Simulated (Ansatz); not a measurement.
**WSe2: how the settings move a single-point run**

How sensitive is a single-point run of WSe2 to its settings? A reference run comes first, then six runs with altered input. The cell is built on a prototype (CdCl2 type) and needn't be the phase found in nature.

Computed with Ansatz 0.2.0 (reference: DFT, PBEsol, plane waves, PAW, unless a step's input says otherwise).

4 further runs of the same task are left out: 2 for a known fault of the program, 2 that didn't finish.

**1. The system as given**

It takes space group R-3m (No. 166, trigonal). The conventional cell has a = 3.287 Å, b = 3.287 Å, c = 19.492 Å, α = 90.00°, β = 90.00°, γ = 120.00°. W (site symmetry -3m) is surrounded by 6 Se at 2.55 Å. Se (site symmetry 3m) has 3 W at 2.55 Å as nearest neighbours.

Structure file:

```cif
data_structure
_symmetry_space_group_name_H-M 'P 1'
_symmetry_Int_Tables_number 1
_cell_length_a 6.7687
_cell_length_b 6.7687
_cell_length_c 6.7687
_cell_angle_alpha 28.101
_cell_angle_beta 28.101
_cell_angle_gamma 28.101
_cell_volume 60.78
loop_
_atom_site_label
_atom_site_type_symbol
_atom_site_fract_x
_atom_site_fract_y
_atom_site_fract_z
_atom_site_occupancy
W1 W 0.00000 0.00000 0.00000 1
Se1 Se 0.24626 0.24626 0.24626 1
Se2 Se 0.75374 0.75374 0.75374 1
```

**2. Reference**

Contents of input.yaml:

```yaml
crystal:
  lattice:
    - [1.6433003395, 0.9487598934, 6.4972670243]
    - [-1.6433003395, 0.9487598934, 6.4972670243]
    - [0.0, -1.8975197868, 6.4972670243]
  atoms:
    - { symbol: W, position: [0.0, 0.0, 0.0] }
    - { symbol: Se, position: [0.2462563273, 0.2462563273, 0.2462563273] }
    - { symbol: Se, position: [0.7537436727, 0.7537436727, 0.7537436727] }
kpoints:
  mp_grid: { grid: [6, 6, 6] }
hamiltonian:
  xc: pbesol
scf:
  occupations: { method: fermi_dirac, width: 0.02 }
  n_extra_bands: 4
output:
  forces: true
  stress: true
  eigenvalues: true
```

Run with:

```sh
$ ansatz run input.yaml --threads 4 --pin off --max-ram 3686MiB --backend cpu --events-out ev --progress --plain --runs-dir out
```

The log of the run, cut to the lines that bear on the results:

```text
Warning: RAYON_NUM_THREADS=4 ignored (pool sized by the plan → 4); use --threads N
[...]
scf.n_extra_bands = 4 over 23 filled bands (N_el = 46.0): the run solves 27 bands
[...]
Pseudopotentials: kind: paw
Pseudopotential: W, paw, valence charge 14, recommended cutoff 420 eV (normal), W.paw.azcp
Pseudopotential: Se, paw, valence charge 16, recommended cutoff 420 eV (normal), Se.paw.azcp
Functional definition: PBEsol
[...]
Crystal: 3 atoms, lattice volume = 60.779 Å³
Basis set: ecut = 420 eV, 1209 PW (Γ), FFT grids on a1−a3, a2−a3, a3, exchange–correlation on 48×48×96 points (8 copies of the dense FFT grid, shifted against one another)
Bands: 27, of which v1, the nominal top of the filled ones, is band 23 counted from 1 (22 counted from 0)
Symmetry: 12 space group operations
Space group: R-3m (ITA 166), of the structure as read, at distance tolerance 3.9e-5 Å
k-points: 32 of 216
[...]
SCF iter   1: F=—  HF=-21106.047535 eV  |F-HF|=—  |Δ(HF+E_count)|=         —  Δρ=3.73e-3  dr2=7.10e-3  ethr=1.77e-3  ⟨swp⟩=6.1  Hψ=3524  notcnv=0
[...]
SCF iter   6: F=-21106.046661 eV  HF=-21106.046661 eV  |F-HF|=2.55e-8  |Δ(HF+E_count)|=   2.06e-7  Δρ=7.17e-6  dr2=8.18e-8  ethr=2.17e-10  ⟨swp⟩=6.1  Hψ=3997  notcnv=0
[...]
SCF converged after 6 iterations
Free energy (F): -21106.046661 eV
[...]
E sigma→0 (E₀):  -21106.045888 eV
Entropy (-TS):   -0.001545 eV (-0.515 meV/atom)
Fermi energy:    13.255243 eV
[...]
--- Forces (eV/Å), atoms counted from 1 ---
  atom   1  W     -0.00000000     0.00000000     0.00000000
  atom   2  Se    -0.00000000     0.00000000    -0.02121509
  atom   3  Se     0.00000000    -0.00000000     0.02121509
[...]
--- Stress (GPa, compression-positive) ---
       -2.622470       0.000000       0.000000
        0.000000      -2.622470       0.000000
        0.000000       0.000000       0.021295
  P = ⅓ Tr σ = -1.7412 GPa (-17.412 kbar)
--- Band table (eV; the first three rows and the last of 32) ---
  k-point 0: bands = ["-61.4049", "-35.0936", "-35.0936", "-35.0930", "-35.0930", "-35.0682", "-35.0682", "-35.0679", "-35.0679", "-35.0562", "-35.0556", "-25.6226", "-25.5863", "-25.5863", "-2.3991", "-0.9118", "5.6854", "9.8426", "9.8426", "11.4722", "11.6231", "12.5996", "12.5996", [...]
[...]
```

It took 3.4 s on 4 threads of an x86-64 CPU, shared host; peak memory 0.41 GiB.

**3. Variant: occupations.method methfessel_paxton, occupations.width 0.5**

Changes to input.yaml since step 2:

```diff
@@ -14,3 +14,3 @@
 scf:
-  occupations: { method: fermi_dirac, width: 0.02 }
+  occupations: { method: methfessel_paxton, width: 0.5 }
   n_extra_bands: 4
```

Run with:

```sh
$ ansatz run input.yaml --threads 4 --pin off --max-ram 3686MiB --backend cpu --events-out ev --progress --plain --runs-dir out
```

The log of the run, cut to the lines that bear on the results:

```text
Warning: RAYON_NUM_THREADS=4 ignored (pool sized by the plan → 4); use --threads N
[...]
scf.n_extra_bands = 4 over 23 filled bands (N_el = 46.0): the run solves 27 bands
[...]
Pseudopotentials: kind: paw
Pseudopotential: W, paw, valence charge 14, recommended cutoff 420 eV (normal), W.paw.azcp
Pseudopotential: Se, paw, valence charge 16, recommended cutoff 420 eV (normal), Se.paw.azcp
Functional definition: PBEsol
[...]
Crystal: 3 atoms, lattice volume = 60.779 Å³
Basis set: ecut = 420 eV, 1209 PW (Γ), FFT grids on a1−a3, a2−a3, a3, exchange–correlation on 48×48×96 points (8 copies of the dense FFT grid, shifted against one another)
Bands: 27, of which v1, the nominal top of the filled ones, is band 23 counted from 1 (22 counted from 0)
Symmetry: 12 space group operations
Space group: R-3m (ITA 166), of the structure as read, at distance tolerance 3.9e-5 Å
k-points: 32 of 216
[...]
SCF converged after 6 iterations
Stability not checked: this state was not tested for a lower state beside it, because cold or Methfessel-Paxton smearing, or corrected tetrahedra, fill the levels in a way that the test cannot read (fill_not_monotonic; see scf.lower_state_search)
Free energy (F): -21106.031736 eV
[...]
E sigma→0 (E₀):  -21106.043576 eV
Entropy (-TS):   0.047362 eV (15.787 meV/atom)
Fermi energy:    13.177596 eV
[...]
--- Forces (eV/Å), atoms counted from 1 ---
  atom   1  W     -0.00000000     0.00000000     0.00000000
  atom   2  Se    -0.00000000    -0.00000000    -0.00621322
  atom   3  Se     0.00000000     0.00000000     0.00621322
[...]
--- Stress (GPa, compression-positive) ---
       -2.687532       0.000000       0.000000
        0.000000      -2.687532       0.000000
        0.000000       0.000000      -0.157209
  P = ⅓ Tr σ = -1.8441 GPa (-18.441 kbar)
--- Band table (eV; the first three rows and the last of 32) ---
[... band rows left out ...]
[...]
```

Wall time 3.5 s (4 threads of an x86-64 CPU, shared host); peak memory 0.41 GiB.

Changing the smearing moves the energy by +0.8 meV/atom (σ→0 values).

**4. Variant: occupations.method methfessel_paxton, occupations.width 0.2**

Changes to input.yaml since step 2:

```diff
@@ -14,3 +14,3 @@
 scf:
-  occupations: { method: fermi_dirac, width: 0.02 }
+  occupations: { method: methfessel_paxton, width: 0.2 }
   n_extra_bands: 4
```

Run with:

```sh
$ ansatz run input.yaml --threads 4 --pin off --max-ram 3686MiB --backend cpu --events-out ev --progress --plain --runs-dir out
```

The log of the run, cut to the lines that bear on the results:

```text
Warning: RAYON_NUM_THREADS=4 ignored (pool sized by the plan → 4); use --threads N
[...]
scf.n_extra_bands = 4 over 23 filled bands (N_el = 46.0): the run solves 27 bands
[...]
Pseudopotentials: kind: paw
Pseudopotential: W, paw, valence charge 14, recommended cutoff 420 eV (normal), W.paw.azcp
Pseudopotential: Se, paw, valence charge 16, recommended cutoff 420 eV (normal), Se.paw.azcp
Functional definition: PBEsol
[...]
Crystal: 3 atoms, lattice volume = 60.779 Å³
Basis set: ecut = 420 eV, 1209 PW (Γ), FFT grids on a1−a3, a2−a3, a3, exchange–correlation on 48×48×96 points (8 copies of the dense FFT grid, shifted against one another)
Bands: 27, of which v1, the nominal top of the filled ones, is band 23 counted from 1 (22 counted from 0)
Symmetry: 12 space group operations
Space group: R-3m (ITA 166), of the structure as read, at distance tolerance 3.9e-5 Å
k-points: 32 of 216
[...]
SCF converged after 6 iterations
Stability not checked: this state was not tested for a lower state beside it, because cold or Methfessel-Paxton smearing, or corrected tetrahedra, fill the levels in a way that the test cannot read (fill_not_monotonic; see scf.lower_state_search)
Free energy (F): -21106.046223 eV
[...]
E sigma→0 (E₀):  -21106.046711 eV
Entropy (-TS):   0.001951 eV (0.650 meV/atom)
Fermi energy:    13.269167 eV
[...]
--- Forces (eV/Å), atoms counted from 1 ---
  atom   1  W     -0.00000000    -0.00000000     0.00000000
  atom   2  Se    -0.00000000    -0.00000000    -0.02195517
  atom   3  Se     0.00000000     0.00000000     0.02195517
[...]
--- Stress (GPa, compression-positive) ---
       -2.639629       0.000000       0.000000
        0.000000      -2.639629       0.000000
        0.000000       0.000000       0.022831
  P = ⅓ Tr σ = -1.7521 GPa (-17.521 kbar)
--- Band table (eV; the first three rows and the last of 32) ---
[... band rows left out ...]
[...]
```

Wall time 3.4 s (4 threads of an x86-64 CPU, shared host); peak memory 0.41 GiB.

Changing the smearing hardly moves the energy: -0.3 meV/atom.

**5. The same system, input altered**

Changes to input.yaml since step 2:

```diff
@@ -16,2 +16,3 @@
   n_extra_bands: 4
+  max_iter: 87
 output:
@@ -20 +21,4 @@
   eigenvalues: true
+magnetization:
+  spin_polarized: true
+  initial_magnetization: 0.5
```

Run with:

```sh
$ ansatz run input.yaml --threads 4 --pin off --max-ram 3686MiB --backend cpu --events-out ev --progress --plain --runs-dir out
```

The log of the run, cut to the lines that bear on the results:

```text
Warning: the band count 27 (scf.n_extra_bands) hosts the net moment |M| = 0.5000 μB (N_el = 46) but caps the reachable moment at 2·n_bands − N_el = 8.0000 μB, below the 28 bands that the automatic rule leaves for it — a moment growing past the seed, or the majority channel's smearing [...]
Warning: RAYON_NUM_THREADS=4 ignored (pool sized by the plan → 4); use --threads N
[...]
scf.n_extra_bands = 4 over 23 filled bands (N_el = 46.0): the run solves 27 bands
[...]
Pseudopotentials: kind: paw
Pseudopotential: W, paw, valence charge 14, recommended cutoff 420 eV (normal), W.paw.azcp
Pseudopotential: Se, paw, valence charge 16, recommended cutoff 420 eV (normal), Se.paw.azcp
Functional definition: PBEsol
[...]
Crystal: 3 atoms, lattice volume = 60.779 Å³
Basis set: ecut = 420 eV, 1209 PW (Γ), FFT grids on a1−a3, a2−a3, a3, exchange–correlation on 48×48×96 points (8 copies of the dense FFT grid, shifted against one another)
Bands: 27, of which v1, the nominal top of the filled ones, is band 23 counted from 1 (22 counted from 0)
Symmetry: 12 space group operations
Space group: R-3m (ITA 166), of the structure as read, at distance tolerance 3.9e-5 Å
[...]
WARN: the starting moments were not kept: the SCF closed with an absolute magnetisation of 2.2e-7 μB, where they sum to 0.5 μB in size (3 sites). That is at most 0.1 of that sum. Measured as dr2_m measures the in/out step, that magnetisation stands 4.2e-15 eV from none, at or under the [...]
SCF converged after 11 iterations
Magnetization: -0.0000 μB (23.0000 up, 23.0000 down)
Absolute magnetization: 0.0000 μB (∫|ρ↑−ρ↓|, with the PAW one-centre terms)
Spin contamination: 0.0000 ħ² per cell (⟨S²⟩ above its minimum at these occupations)
Per-site moments (μB) at R_I (Å): [(7.424570622701609e-8, 1.0501643066798194), (-1.9757978369881428e-8, 1.0501643066798199), (-1.9757978395756782e-8, 1.0501643066798194)]
Free energy (F): -21106.046661 eV
[...]
E sigma→0 (E₀):  -21106.045888 eV
Entropy (-TS):   -0.001545 eV (-0.515 meV/atom)
Fermi energy:    13.255154 eV
[...]
--- Forces (eV/Å), atoms counted from 1 ---
  atom   1  W     -0.00000000     0.00000000     0.00000000
  atom   2  Se    -0.00000000    -0.00000000    -0.02117573
  atom   3  Se     0.00000000     0.00000000     0.02117573
[...]
--- Stress (GPa, compression-positive) ---
       -2.623197       0.000000       0.000000
        0.000000      -2.623197       0.000000
        0.000000       0.000000       0.020774
  P = ⅓ Tr σ = -1.7419 GPa (-17.419 kbar)
--- Band table (eV; the first three rows and the last of 64) ---
[...]
```

Run time: 11 s. Hardware: 4 threads of an x86-64 CPU, shared host; peak memory 0.46 GiB.

[end of part 1 of 2]
